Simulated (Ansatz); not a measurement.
# C (R-3m) in Ansatz: notebook

The runs below take C through band structure, single point, equation of state, with LDA, r2SCAN.

Everything below comes from runs of Ansatz 0.2.0. Logs are shortened: lines on timing, memory, paths and dates and some standing lists are left out, and cuts for length are marked.

## Step 1: Starting point

The structure is trigonal, space group R-3m (No. 166). The conventional cell has a = 2.466 Å, b = 2.466 Å, c = 24.848 Å, α = 90.00°, β = 90.00°, γ = 120.00°. C (site symmetry 3m) is surrounded by 3 C at 1.42 Å. Around C (site symmetry 3m) lie 3 C at 1.42 Å.

This isn't the form of C at room conditions, which is graphite.

## Step 2: Band structure, LDA

Input file input.yaml:

```yaml
crystal:
  lattice:
    - [1.2331880975, 0.7119814801, 8.2826151019]
    - [-1.2331880975, 0.7119814801, 8.2826151019]
    - [0.0, -1.4239629601, 8.2826151019]
  atoms:
    - { symbol: C, position: [0.08717308, 0.08717308, 0.08717308] }
    - { symbol: C, position: [0.75385006, 0.75385006, 0.75385006] }
    - { symbol: C, position: [0.24614994, 0.24614994, 0.24614994] }
    - { symbol: C, position: [0.91282692, 0.91282692, 0.91282692] }
hamiltonian:
  xc: lda
  pseudopotentials: { kind: paw }
kpoints:
  mp_grid: { grid: [12, 12, 12] }
  band_path:
    path:
      - [[0.0, 0.0, 0.0], [0.5, 0.0, 0.0], [0.5, 0.1715928569, -0.1715928569]]
      - [[0.8284071431, 0.5, 0.1715928569], [0.5, 0.5, 0.5], [0.0, 0.0, 0.0], [0.3357964284, 0.0, -0.3357964284]]
      - [[0.6642035716, 0.3357964284, 0.0], [0.5, 0.5, 0.0], [0.6642035716, 0.6642035716, 0.1715928569], [0.5, 0.5, 0.5]]
      - [[0.5, 0.0, 0.0], [0.8284071431, 0.3357964284, 0.3357964284]]
    npoints: 14
scf:
  occupations: { method: fermi_dirac, width: 0.05 }
  n_extra_bands: 10
output:
  forces: true
  stress: true
  eigenvalues: true
  fatbands: true
```

Potentials or basis: Ansatz PAW.

Run with:

```
$ ansatz run input.yaml --threads 2 --pin off --max-ram 5632MiB --backend cpu --events-out ev --progress --plain --runs-dir out
```

Standard output:

```text
Warning: RAYON_NUM_THREADS=2 ignored (pool sized by the plan → 2); use --threads N
basis.fft_grid_basis auto: the FFT boxes are laid along the combinations [[1, 0, -1], [0, 1, -1], [0, 0, 1]] of the cell's own vectors, 2.466, 2.466 and 8.404 Å long. The dense box has 18×18×60 points. Along the cell's own vectors, as sized, it would have 60×60×60, 11.11 times as many. Of the 12 symmetry operations that the crystal satisfies within crystal.symmetry.tolerance (time reversal apart; of a slab, those that keep its plane) the dense box along the cell's own vectors carries 12, and the one as laid loses 8 of those. basis.fft_grid_basis: typed keeps the cell's own vectors: state it where this run's energies or levels are differenced outside the engine with another run's, or held beside a run that keeps those vectors.
scf.n_extra_bands = 10 over 8 filled bands (N_el = 16.0): the run solves 18 bands
Engine: ansatz 0.2.0, x86_64-unknown-linux-gnu
Pseudopotentials: kind: paw
Pseudopotential: C, paw, valence charge 4, recommended cutoff 420 eV (normal), C.paw.azcp
Functional definition: SPW92
  exchange = slater_x
  correlation = pw_c
Crystal: 4 atoms, lattice volume = 43.633 Å³
Basis set: ecut = 420 eV, 819 PW (Γ), FFT grids on a1−a3, a2−a3, a3
Bands: 18, of which v1, the nominal top of the filled ones, is band 8 counted from 1 (7 counted from 0)
Symmetry: 12 space group operations
Space group: R-3m (ITA 166), of the structure as read, at distance tolerance 3.5e-5 Å
k-points: 189 of 1728
Non-local potential: C, projectors of the file, l = 0: 2, l = 1: 2, l = 2: 1
PAW form: soft (Blöchl's): semilocal exchange-correlation on the pseudo side does not see the compensation charge
PAW frozen core: C, regenerated for the run's functional, and the local potential with it (the file was generated under x = pbe(κ = 0.804, μ = 0.2195149727645171), c = pbe(β = 0.06672455060314922))
PAW one-centre angular grid: C, 110 points (default); XC on 64 Gauss nodes
Initial density: superposition of atomic densities (neutral atoms: chi_scale 0, normalization atom), corrected by the library's trained network
Initial wavefunctions: pseudopotential atomic-orbital guess
Functional: x = slater, c = lda
SCF iter   1: F=—  HF=-971.847252 eV  |F-HF|=—  |Δ(HF+E_count)|=         —  Δρ=6.43e-3  dr2=7.57e-3  ethr=1.77e-3  ⟨swp⟩=6.1  Hψ=16352  notcnv=0  defer=269
preconditioner: auto → LDOS  [insulator: Δε(μ)=0.189 eV  Ē_g=18.925 eV  σ=0.050 eV  W_gap=0.74  n_scr=6 (ndim 8)  ℏωp=22.5 eV  f_vac=0.206  D(μ)=0.17/eV (n_scr^D=2)  ε∞_Penn≈2.4  β→1.0]
SCF iter   2: F=—  HF=-971.845568 eV  |F-HF|=—  |Δ(HF+E_count)|=   1.68e-3  Δρ=1.32e-3  dr2=1.11e-3  ethr=4.73e-5  ⟨swp⟩=2.7  Hψ=7547  notcnv=0  defer=608
SCF iter   3: F=—  HF=-971.845150 eV  |F-HF|=—  |Δ(HF+E_count)|=   4.18e-4  Δρ=3.58e-4  dr2=2.01e-4  ethr=6.91e-6  ⟨swp⟩=2.1  Hψ=4094  notcnv=0  defer=608
SCF iter   4: F=—  HF=-971.845097 eV  |F-HF|=—  |Δ(HF+E_count)|=   5.28e-5  Δρ=1.19e-4  dr2=1.72e-5  ethr=1.26e-6  ⟨swp⟩=2.1  Hψ=3710  notcnv=0  defer=608
SCF iter   5: F=—  HF=-971.845094 eV  |F-HF|=—  |Δ(HF+E_count)|=   3.54e-6  Δρ=2.84e-5  dr2=8.11e-7  ethr=1.08e-7  ⟨swp⟩=2.7  Hψ=3719  notcnv=0  defer=608
SCF iter   6: F=-971.845093 eV  HF=-971.845093 eV  |F-HF|=7.87e-9  |Δ(HF+E_count)|=   2.10e-7  Δρ=3.08e-6  dr2=9.71e-9  ethr=6.25e-10  ⟨swp⟩=9.6  Hψ=16504  notcnv=0
SCF 1 converged in 6 iterations: F = -971.845093 eV  dr2 = 9.71e-9
NSCF: frozen V_eff on 130 k-points
SCF converged after 6 iterations
Free energy (F): -971.845093 eV
Harris-Foulkes:  -971.845093 eV  (|F-HF|=7.87e-9)
Internal energy: -971.843539 eV  (E = F + TS)
E sigma→0 (E₀):  -971.844316 eV
Entropy (-TS):   -0.001554 eV (-0.389 meV/atom)
Fermi energy:    4.578380 eV
--- Per-component energies (eV) ---
  E_band       = -71.687750
  E_kinetic    = 362.809257
  E_local      = -877.248585  (includes V_loc(G=0)·N_el)
  E_nonlocal   = 113.455098
  E_hartree    = 297.801047
  E_xc         = -189.594879
  E_vxc        = -235.687822  (∫ρ·V_xc dr)
  E_paw        = -367.512258  (= ΣΔE_a)
  E_vpaw       = -30.617418  (= ΣTr[D̂ρ^β])
  E_aug_tail   = 0.000035  (compensation charges beyond the density's cutoff)
  E_ewald      = -311.804584
  E_core_change = 0.251330  (= ΣΔE_core)
  E_smearing   = -0.001554  (= −TS)
  E_closure    = -0.000000  (closes the sum)
  Σ components = -971.845093   (vs F -971.845093, Δ=0.00e0)
--- Forces (eV/Å), atoms counted from 1 ---
  atom   1  C      0.00000000     0.00000000     0.00917840
  atom   2  C     -0.00000000     0.00000000     0.00153275
  atom   3  C      0.00000000    -0.00000000    -0.00153275
  atom   4  C     -0.00000000    -0.00000000    -0.00917840
  max |Σ_I F_I| component: 3.70e-17 eV/Å
--- Stress (GPa, compression-positive) ---
       -8.732180      -0.000000      -0.000000
       -0.000000      -8.732180       0.000000
       -0.000000       0.000000      -0.949011
  P = ⅓ Tr σ = -6.1378 GPa (-61.378 kbar)
--- Band table (eV; the first three rows and the last of 189) ---
  k-point 0: bands = ["-14.7416", "-14.6841", "-3.3785", "-2.7281", "1.5468", "1.5468", "1.5507", "1.5507", "7.3718", "10.9708", "12.8494", "12.8494", "12.8583", "12.8583", "15.3752", "15.8643", "15.8977", "17.2944"]
  k-point 1: bands = ["-14.5784", "-14.5217", "-3.1784", "-2.5355", "0.9105", "0.9148", "1.2083", "1.2121", "7.5893", "11.1514", "12.9151", "12.9183", "13.5387", "13.5474", "15.3084", "15.3548", "15.6004", "17.5677"]
  k-point 2: bands = ["-14.0904", "-14.0365", "-2.5837", "-1.9636", "-0.6969", "-0.6899", "0.4155", "0.4189", "8.2420", "11.6771", "12.8752", "12.8894", "13.8173", "13.8947", "15.3625", "15.3712", "16.2296", "18.4306"]
  k-point 188: bands = ["-14.7252", "-14.7008", "-3.1642", "-2.9748", "1.5464", "1.5464", "1.5500", "1.5500", "8.5853", "8.9674", "12.8471", "12.8471", "12.8623", "12.8623", "15.8484", "15.9078", "17.2831", "17.3483"]
```

bands.tsv:

```text
# k_distance	band_0	band_1	band_2	band_3	band_4	band_5	band_6	band_7	band_8	band_9	band_10	band_11	band_12	band_13	band_14	band_15	band_16	band_17
# fermi_ev = 4.578380
# lock_threshold_ev = 1e-12
[... 148 lines left out ...]
8.745534	-14.060804	-14.036524	-13.136614	-13.111952	-6.412659	-6.406777	-2.484084	-2.236883	1.440313	1.829934	7.416045	7.483422	10.588208	11.020224	11.373497	12.838598	16.247670	17.186552
8.763663	-14.063805	-14.040448	-13.132688	-13.108507	-6.412619	-6.406520	-2.479955	-2.243889	1.448405	1.823400	7.414684	7.484965	10.631528	11.074268	11.293774	12.790453	16.228574	17.179928
8.781791	-14.067110	-14.044561	-13.128460	-13.104833	-6.412540	-6.406285	-2.476168	-2.250502	1.456630	1.817016	7.413464	7.486354	10.678742	11.097560	11.246878	12.739345	16.209841	17.173322
```

fatbands.tsv:

```text
# ik	k_distance	band	e_minus_ef	c0_l0_2S	c0_l1_2P	c1_l0_2S	c1_l1_2P	c2_l0_2S	c2_l1_2P	c3_l0_2S	c3_l1_2P
# fermi_ev = 4.578380
# lock_threshold_ev = 1e-12
# [0, 0, 0] at k_distance = 0.000000
# [0.5, 0, 0] at k_distance = 1.476245
[... 15 lines left out ...]
0	0.000000	2	-7.956884	0.000021	0.235551	0.000020	0.235484	0.000020	0.235484	0.000021	0.235551
0	0.000000	3	-7.306438	0.000031	0.246464	0.000032	0.246514	0.000032	0.246514	0.000031	0.246464
0	0.000000	4	-3.031540	0.000000	0.249342	0.000000	0.249320	0.000000	0.249320	0.000000	0.249342
0	0.000000	5	-3.031540	0.000000	0.249342	0.000000	0.249320	0.000000	0.249320	0.000000	0.249342
[... 2059 lines left out ...]
114	8.527992	11	8.268753	0.000000	0.238942	0.000000	0.238980	0.000000	0.238980	0.000000	0.238942
114	8.527992	12	8.283905	0.000000	0.239069	0.000000	0.239055	0.000000	0.239055	0.000000	0.239069
114	8.527992	13	8.283905	0.000000	0.239069	0.000000	0.239055	0.000000	0.2
```

Wall time 5.4 s (2 threads of Intel Xeon Platinum 8259CL at 2.50GHz (Skylake/Cascade Lake), shared host); peak memory 0.44 GiB.

Results:

```
Free energy             : -971.8451 eV
Pressure                : -6.1 GPa
Largest force           : 0.009 eV/Å
Band gap on the k mesh  : 0.19 eV, direct
Band gap along the path : 0.05 eV, indirect (least direct gap 0.07 eV)
```

Forces in eV/Å, atoms in the order of the input:
```
C    0.000  0.000  0.009
C    0.000  0.000  0.002
C    0.000  0.000 -0.002
C    0.000  0.000 -0.009
```

Levels at the corners of the path, in eV from the valence-band top:
```
point  band 4  band 5  band 6  band 7  band 8  band 9  band 10  band 11  band 12  band 13
    Γ   -7.26   -2.98   -2.98   -2.98   -2.98    2.84     6.44     8.32     8.32     8.33
    L  -13.08   -6.36   -6.36   -2.47   -2.13    1.44     1.93     7.48     7.52    10.46
   B1  -12.22  -10.53  -10.52   -0.18   -0.02    0.05     0.34     9.68    10.86    12.27
    B  -12.22  -10.53  -10.52   -0.18   -0.02    0.05     0.34     9.68    10.86    12.27
    Z   -7.50   -2.98   -2.98   -2.98   -2.98    4.06     4.44     8.32     8.32     8.33
    Γ   -7.26   -2.98   -2.98   -2.98   -2.98    2.84     6.44     8.32     8.32     8.33
    X  -12.28  -10.54  -10.52   -0.11   -0.04    0.08     0.27     9.68    10.87    12.14
    Q  -12.28  -10.54  -10.52   -0.11   -0.04    0.08     0.27     9.68    10.87    12.14
    F  -13.09   -6.36   -6.36   -2.40   -2.20    1.53     1.82     7.46     7.54    10.82
   P1  -13.05   -6.36   -6.36   -2.43   -2.20    1.51     1.87     7.46     7.54    10.73
    Z   -7.50   -2.98   -2.98   -2.98   -2.98    4.06     4.44     8.32     8.32     8.33
    L  -13.08   -6.36   -6.36   -2.47   -2.13    1.44     1.93     7.48     7.52    10.46
    P  -13.05   -6.36   -6.36   -2.43   -2.20    1.51     1.87     7.46     7.54    10.73
```

Caveat: the k mesh misses the band edges, so the gap on the mesh is wider than the one along the path; the pressure holds a Pulay correction of +0.6 GPa for the finite cutoff; the PAW data sets come from PBE, with cores solved anew for the run's functional, which leaves a small shift of forces and pressure. A hybrid or GW would open this gap; LDA tends to underestimate it.

## Step 3: Single point, LDA, 10.25 Å³/atom (volume scaled by 0.94)

Input file input.yaml:

```yaml
crystal:
  lattice:
    - [1.2080139297, 0.6974471676, 8.1135346977]
    - [-1.2080139297, 0.6974471676, 8.1135346977]
    - [0.0, -1.394894335, 8.1135346977]
  atoms:
    - { symbol: C, position: [0.08717308, 0.08717308, 0.08717308] }
    - { symbol: C, position: [0.75385006, 0.75385006, 0.75385006] }
    - { symbol: C, position: [0.24614994, 0.24614994, 0.24614994] }
    - { symbol: C, position: [0.91282692, 0.91282692, 0.91282692] }
hamiltonian:
  xc: lda
  pseudopotentials: { kind: paw }
kpoints:
  mp_grid: { grid: [12, 12, 12] }
scf:
  occupations: { method: fermi_dirac, width: 0.05 }
output:
  forces: true
  stress: true
  eigenvalues: true
```

Potentials or basis: Ansatz PAW.

Run with:

```
$ ansatz run input.yaml --threads 2 --pin off --max-ram 5632MiB --backend cpu --events-out ev --progress --plain --runs-dir out
```

It took 2.6 s on 2 threads of Intel Xeon Platinum 8259CL at 2.50GHz (Skylake/Cascade Lake), shared host; peak memory 0.41 GiB.

It converged, with:

* Free energy: -971.8300 eV
* Pressure: 8.7 GPa
* Largest force: 0.008 eV/Å
* Band gap on the k mesh: 0.21 eV, direct

Caveat: the pressure holds a Pulay correction of +0.6 GPa for the finite cutoff; the PAW data sets come from PBE, with cores solved anew for the run's functional, which leaves a small shift of forces and pressure.

## Step 4: Single point, LDA, 10.47 Å³/atom (volume scaled by 0.96)

Changes to input.yaml since step 3:

```diff
@@ -2,5 +2,5 @@
   lattice:
-    - [1.2080139297, 0.6974471676, 8.1135346977]
-    - [-1.2080139297, 0.6974471676, 8.1135346977]
-    - [0.0, -1.394894335, 8.1135346977]
+    - [1.2165213504, 0.7023589292, 8.1706741485]
+    - [-1.2165213504, 0.7023589292, 8.1706741485]
+    - [0.0, -1.4047178582, 8.1706741485]
   atoms:
@@ -21 +21,5 @@
   eigenvalues: true
+  write_density: true
+  write_potential: true
+  elf: true
+  volumetric_format: npy
```

Run with:

```
$ ansatz run input.yaml --threads 2 --pin off --max-ram 5632MiB --backend cpu --events-out ev --progress --plain --runs-dir out
```

Run time: 3.9 s. Hardware: 2 threads of Intel Xeon Platinum 8259CL at 2.50GHz (Skylake/Cascade Lake), shared host; peak memory 0.42 GiB.

Results (log left out):

| Item | Value |
| --- | --- |
| Free energy | -971.8623 eV |
| Pressure | 3.3 GPa |
| Largest force | 0.009 eV/Å |
| Band gap on the k mesh | 0.20 eV, direct |

Caveat: the pressure holds a Pulay correction of +0.6 GPa for the finite cutoff; the PAW data sets come from PBE, with cores solved anew for the run's functional, which leaves a small shift of forces and pressure.

## Step 5: Single point, LDA, 10.69 Å³/atom (volume scaled by 0.98)

Changes to input.yaml since step 4:

```diff
@@ -2,5 +2,5 @@
   lattice:
-    - [1.2165213504, 0.7023589292, 8.1706741485]
-    - [-1.2165213504, 0.7023589292, 8.1706741485]
-    - [0.0, -1.4047178582, 8.1706741485]
+    - [1.2249114179, 0.7072029369, 8.2270254061]
+    - [-1.2249114179, 0.7072029369, 8.2270254061]
+    - [0.0, -1.4144058737, 8.2270254061]
   atoms:
```

Run with:

```
$ ansatz run input.yaml --threads 2 --pin off --max-ram 5632MiB --backend cpu --events-out ev --progress --plain --runs-dir out
```

It took 4 s on 2 threads of Intel Xeon Platinum 8259CL at 2.50GHz (Skylake/Cascade Lake), shared host; peak memory 0.43 GiB.

It converged, with:

```yaml
Free_energy: -971.8665 eV
Pressure: -1.7 GPa
Largest_force: 0.009 eV/Å
Band_gap_on_the_k_mesh: 0.20 eV, direct
```

Caveat: the pressure holds a Pulay correction of +0.6 GPa for the finite cutoff; the PAW data sets come from PBE, with cores solved anew for the run's functional, which leaves a small shift of forces and pressure.

## Step 6: Single point, LDA, 10.91 Å³/atom

Changes to input.yaml since step 5:

```diff
@@ -2,5 +2,5 @@
   lattice:
-    - [1.2249114179, 0.7072029369, 8.2270254061]
-    - [-1.2249114179, 0.7072029369, 8.2270254061]
-    - [0.0, -1.4144058737, 8.2270254061]
+    - [1.2331880975, 0.7119814801, 8.2826151019]
+    - [-1.2331880975, 0.7119814801, 8.2826151019]
+    - [0.0, -1.4239629601, 8.2826151019]
   atoms:
@@ -21,5 +21 @@
   eigenvalues: true
-  write_density: true
-  write_potential: true
-  elf: true
-  volumetric_format: npy
```

Potentials or basis: Ansatz PAW.

Run with:

```
$ ansatz run input.yaml --threads 2 --pin off --max-ram 5632MiB --backend cpu --events-out ev --progress --plain --runs-dir out
```

Wall time 2.7 s (2 threads of Intel Xeon Platinum 8259CL at 2.50GHz (Skylake/Cascade Lake), shared host); peak memory 0.41 GiB.

The run converged. Its results:

* Free energy: -971.8451 eV
* Pressure: -6.1 GPa
* Largest force: 0.009 eV/Å
* Band gap on the k mesh: 0.19 eV, direct

Caveat: the pressure holds a Pulay correction of +0.6 GPa for the finite cutoff; the PAW data sets come from PBE, with cores solved anew for the run's functional, which leaves a small shift of forces and pressure.

## Step 7: Single point, LDA, 11.13 Å³/atom (volume scaled by 1.02)

Changes to input.yaml since step 6:

```diff
@@ -2,5 +2,5 @@
   lattice:
-    - [1.2331880975, 0.7119814801, 8.2826151019]
-    - [-1.2331880975, 0.7119814801, 8.2826151019]
-    - [0.0, -1.4239629601, 8.2826151019]
+    - [1.2413551441, 0.7166967267, 8.3374684561]
+    - [-1.2413551441, 0.7166967267, 8.3374684561]
+    - [0.0, -1.4333934532, 8.3374684561]
   atoms:
```

Run with:

```
$ ansatz run input.yaml --threads 2 --pin off --max-ram 5632MiB --backend cpu --events-out ev --progress --plain --runs-dir out
```

It took 2.7 s on 2 threads of Intel Xeon Platinum 8259CL at 2.50GHz (Skylake/Cascade Lake), shared host; peak memory 0.41 GiB.

The run converged. Its results:

* Free energy: -971.8004 eV
* Pressure: -10.2 GPa
* Largest force: 0.009 eV/Å
* Band gap on the k mesh: 0.18 eV, direct

Caveat: the pressure holds a Pulay correction of +0.6 GPa for the finite cutoff; the PAW data sets come from PBE, with cores solved anew for the run's functional, which leaves a small shift of forces and pressure.

## Step 8: Single point, LDA, 11.34 Å³/atom (volume scaled by 1.04)

Changes to input.yaml since step 7:

```diff
@@ -2,5 +2,5 @@
   lattice:
-    - [1.2413551441, 0.7166967267, 8.3374684561]
-    - [-1.2413551441, 0.7166967267, 8.3374684561]
-    - [0.0, -1.4333934532, 8.3374684561]
+    - [1.2494161177, 0.7213507319, 8.3916093787]
+    - [-1.2494161177, 0.7213507319, 8.3916093787]
+    - [0.0, -1.4427014637, 8.3916093787]
   atoms:
```

Run with:

```
$ ansatz run input.yaml --threads 2 --pin off --max-ram 5632MiB --backend cpu --events-out ev --progress --plain --runs-dir out
```

Run time: 2.8 s. Hardware: 2 threads of Intel Xeon Platinum 8259CL at 2.50GHz (Skylake/Cascade Lake), shared host; peak memory 0.42 GiB.

The run converged. Its results:

| Item | Value |
| --- | --- |
| Free energy | -971.7344 eV |
| Pressure | -13.9 GPa |
| Largest force | 0.010 eV/Å |
| Band gap on the k mesh | 0.18 eV, direct |

Caveat: the pressure holds a Pulay correction of +0.6 GPa for the finite cutoff; the PAW data sets come from PBE, with cores solved anew for the run's functional, which leaves a small shift of forces and pressure.

## Step 9: Single point, LDA, 11.56 Å³/atom (volume scaled by 1.06)

Changes to input.yaml since step 8:

```diff
@@ -2,5 +2,5 @@
   lattice:
-    - [1.2494161177, 0.7213507319, 8.3916093787]
-    - [-1.2494161177, 0.7213507319, 8.3916093787]
-    - [0.0, -1.4427014637, 8.3916093787]
+    - [1.2573743967, 0.7259454464, 8.4450605611]
+    - [-1.2573743967, 0.7259454464, 8.4450605611]
+    - [0.0, -1.4518908928, 8.4450605611]
   atoms:
```

Potentials or basis: Ansatz PAW.

Run with:

```
$ ansatz run input.yaml --threads 2 --pin off --max-ram 5632MiB --backend cpu --events-out ev --progress --plain --runs-dir out
```

It took 2.7 s on 2 threads of Intel Xeon Platinum 8259CL at 2.50GHz (Skylake/Cascade Lake), shared host; peak memory 0.42 GiB.

Results (log left out):

| Quantity | Value |
| --- | --- |
| Free energy | -971.6490 eV |
| Pressure | -17.3 GPa |
| Largest force | 0.010 eV/Å |
| Band gap on the k mesh | 0.17 eV, direct |

Caveat: the pressure holds a Pulay correction of +0.6 GPa for the finite cutoff; the PAW data sets come from PBE, with cores solved anew for the run's functional, which leaves a small shift of forces and pressure.

## Step 10: Equation of state, LDA

Potentials or basis: Ansatz PAW.

No new run: the results of the series are fitted here.

What came out:

* Equilibrium volume: 10.61 Å³/atom
* Bulk modulus at fixed shape and positions: 236 GPa
* Pressure derivative of the bulk modulus: 3.5

Energy against volume, from the lowest point:
| volume (Å³/atom) | energy (meV/atom) |
| --- | --- |
| 10.254 | 9.12 |
| 10.472 | 1.05 |
| 10.690 | 0.00 |
| 10.908 | 5.34 |
| 11.126 | 16.52 |
| 11.345 | 33.02 |
| 11.563 | 54.36 |

Caveat: the cell was scaled at fixed shape and fractional positions, which overstates the stiffness of a crystal with free parameters, most of all of layers and chains.

(Continued in part 2 of 2.)
